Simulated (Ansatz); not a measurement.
**Equation of state of SnO**

```cif
data_structure
_symmetry_space_group_name_H-M 'P 1'
_symmetry_Int_Tables_number 1
_cell_length_a 3.8020
_cell_length_b 3.8020
_cell_length_c 4.8360
_cell_angle_alpha 90.000
_cell_angle_beta 90.000
_cell_angle_gamma 90.000
_cell_volume 69.91
loop_
_atom_site_label
_atom_site_type_symbol
_atom_site_fract_x
_atom_site_fract_y
_atom_site_fract_z
_atom_site_occupancy
Sn1 Sn 0.00000 0.50000 0.23850 1
Sn2 Sn 0.50000 0.00000 0.76150 1
O1 O 0.00000 0.00000 0.00000 1
O2 O 0.50000 0.50000 0.00000 1
```

The runs use the primitive cell with vectors (3.802, 0.000, 0.000), (0.000, 3.802, 0.000), (0.000, 0.000, 4.836) Å, to which the k mesh refers.

The cell is COD entry 9008956, as deposited and not checked against the literature; nothing was relaxed.

Spin–orbit coupling is left out, though it moves levels of the heavy atoms by tenths of an eV or more.

Levels of theory: DFT, PBE, all-electron LAPW, scalar-relativistic (Ansatz 0.2.0); DFT, PBE, PAW with Ansatz's default frozen-core files, scalar-relativistic (Ansatz 0.2.0).

For LAPW: a Γ-centred 8×8×6 k mesh, Fermi–Dirac smearing of 0.01 eV, basis error target 1 meV/atom, no spin polarisation. PAW takes a cutoff of 420 eV at this cell. The Ansatz runs share mesh, smearing and spin set-up. Plane-wave (PAW) pressures include the program's estimate of the Pulay term.

The cell above is scaled evenly, with fractional coordinates and shape held.

(1) Estimate the equilibrium volume and bulk modulus that full-potential LAPW gives for this fixed shape.

Results:

(1) V0 = 18.27 Å³/atom, B0 = 85 GPa, B0′ = 4.4, from a third-order Birch–Murnaghan fit to these pressures:
```json
{"V/V(cell)": "0.9400", "V (Å³/atom)": "16.428", "P, LAPW (GPa)": "11.40", "P, PAW (GPa)": "11.43", "free energy over the lowest listed, PAW (meV/atom)": "59.7"}
{"V/V(cell)": "0.9600", "V (Å³/atom)": "16.777", "P, LAPW (GPa)": "8.70", "P, PAW (GPa)": "8.73", "free energy over the lowest listed, PAW (meV/atom)": "37.8"}
{"V/V(cell)": "0.9800", "V (Å³/atom)": "17.127", "P, LAPW (GPa)": "6.28", "P, PAW (GPa)": "6.31", "free energy over the lowest listed, PAW (meV/atom)": "21.4"}
{"V/V(cell)": "0.9900", "V (Å³/atom)": "17.302", "P, LAPW (GPa)": "5.19", "P, PAW (GPa)": "5.22", "free energy over the lowest listed, PAW (meV/atom)": "15.1"}
{"V/V(cell)": "1.0000", "V (Å³/atom)": "17.476", "P, LAPW (GPa)": "4.17", "P, PAW (GPa)": "4.20", "free energy over the lowest listed, PAW (meV/atom)": "9.9"}
{"V/V(cell)": "1.0100", "V (Å³/atom)": "17.651", "P, LAPW (GPa)": "3.17", "P, PAW (GPa)": "3.20", "free energy over the lowest listed, PAW (meV/atom)": "5.9"}
{"V/V(cell)": "1.0200", "V (Å³/atom)": "17.826", "P, LAPW (GPa)": "2.22", "P, PAW (GPa)": "2.25", "free energy over the lowest listed, PAW (meV/atom)": "2.9"}
{"V/V(cell)": "1.0400", "V (Å³/atom)": "18.175", "P, LAPW (GPa)": "0.45", "P, PAW (GPa)": "0.48", "free energy over the lowest listed, PAW (meV/atom)": "0.0"}
{"V/V(cell)": "1.0600", "V (Å³/atom)": "18.525", "P, LAPW (GPa)": "-1.15", "P, PAW (GPa)": "-1.12", "free energy over the lowest listed, PAW (meV/atom)": "0.7"}
```
